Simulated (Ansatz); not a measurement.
Zinc-blende AlSb, treated with r²SCAN+SOC (Ansatz, an electronic-structure program, PAW).

Settings: plane-wave cutoff 560 eV, 10×10×10 k mesh, Fermi–Dirac smearing 0.01 eV, PAW data made under PBE.

Energies at three volumes about the minimum:

| V (Å³/atom) | E − E_lowest (meV/atom) |
|---|---|
| 28.867 | 2.12 |
| 29.456 | 0.00 |
| 30.045 | 1.97 |

Question: Fit a parabola by hand: where is the minimum, what lattice constant follows, and what is the bulk modulus?

Answer: Slopes: (0.00 − 2.12)/(29.456 − 28.867) = -3.599 and (1.97 − 0.00)/(30.045 − 29.456) = 3.345 meV/Å³. Curvature E″ = 2 × (3.345 − (-3.599))/(30.045 − 28.867) = 11.789 meV/Å⁶. From the middle of the first interval, the slope vanishes at V0 = 29.1615 − (-3.599)/11.789 = 29.467 Å³/atom. B = V0 E″ = 29.467 × 11.789 meV/Å³ × 0.1602 GPa per meV/Å³ = 55.7 GPa. With 8 atoms in the cube, a = (8 × 29.467)^(1/3) = 6.177 Å. The full Birch–Murnaghan fit to all volumes gives V0 = 29.457 Å³/atom and B0 = 55.6 GPa.

Measured, for comparison: bulk modulus 58.2 GPa (temperature not stated, not corrected to a static lattice; as tabulated in Toher et al. (2017), arXiv:1611.05714); lattice constant a 6.128 Å (low temperature, thermal expansion removed or low-temperature value; zero-point expansion not removed; as tabulated in Zhang et al. (2018), doi:10.1088/1367-2630/aac7f0). Computed less measured: bulk modulus -4.5 %.
